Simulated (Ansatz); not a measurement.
Ionic part of the dielectric constant of NaCl at 2.7 GPa, mode by mode

Computed with DFT LDA, scalar-relativistic, plane waves, PAW (Ansatz). Plane waves to 420 eV; Γ-centred k mesh 8×8×8; fixed occupations. No spin polarisation. Phonons by linear response, acoustic sum rule imposed.

Symmetry: Pm-3m, No. 221, cubic system. Conventional cell: a = 3.295 Å, b = 3.295 Å, c = 3.295 Å, α = 90.00°, β = 90.00°, γ = 90.00°. Around Na (site symmetry m-3m) lie 8 Cl at 2.85 Å. Around Cl (site symmetry m-3m) lie 8 Na at 2.85 Å.

The cell is the ideal cubic caesium chloride prototype; this isn't the usual structure of the compound.

The primitive cell has V = 35.77 Å³ and ε∞,yy = 2.944. Each polar mode adds Δε = (4.92064×10⁷/V)·S/ν² along y, with S its oscillator strength in e²/amu, ν in cm⁻¹ and V in Å³.

Q: From these modes, find each Δε and ε0,yy.
```tsv
ν (cm⁻¹)	S_yy (e²/amu)
145.3	0.09448
```

A:
| ν (cm⁻¹) | Δε |
| --- | --- |
| 145.3 | 6.16 |

The sum is 6.159, so ε0,yy = 9.10; the run's tensor has 9.10.

Q: Where do the longitudinal modes lie for a wave vector along y?

A: At 255 cm⁻¹. The Lyddane–Sachs–Teller product Π(ν_LO/ν_TO)² = 3.09 matches ε0/ε∞ = 3.09.